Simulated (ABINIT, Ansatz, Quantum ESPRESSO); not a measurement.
**Al2Pt: programs and potentials compared**

```xyz
3
Lattice="0.0000 2.9550 2.9550 2.9550 0.0000 2.9550 2.9550 2.9550 0.0000" Properties=species:S:1:pos:R:3 pbc="T T T"
Pt    0.0000    0.0000    0.0000
Al    4.4325    4.4325    4.4325
Al    1.4775    1.4775    1.4775
```

Alike in all runs: task single point; functional PBE; k mesh 8 × 8 × 8; occupations fermi-dirac, width 0.05 eV; no spin polarisation; no spin-orbit coupling. Pressure is positive in compression and, in plane waves, holds the error of the finite cutoff, which Ansatz's Pulay term estimates and takes out.

```tsv
program and potentials	plane-wave cutoff (eV)	notes	band gap (eV)	pressure (GPa)
Ansatz, all-electron LAPW, scalar-relativistic	-	-	no gap	2.48
Ansatz, Ansatz PAW (earlier soft set)	420	8 valence electrons an atom on average; Pulay term of +0.04 GPa included	no gap	2.44
ABINIT, JTH PAW PBE v2.0	435	5.33 valence electrons an atom on average	no gap	2.38
Quantum ESPRESSO, SSSP 1.3 efficiency PBE	748	7.33 valence electrons an atom on average	?	?
```

Question: Estimate from the other rows what the run with Quantum ESPRESSO, SSSP 1.3 efficiency PBE gave.

Answer: No band gap; pressure 2.36 GPa. The other rows, which needn't bracket it: pressure 2.38 to 2.48.
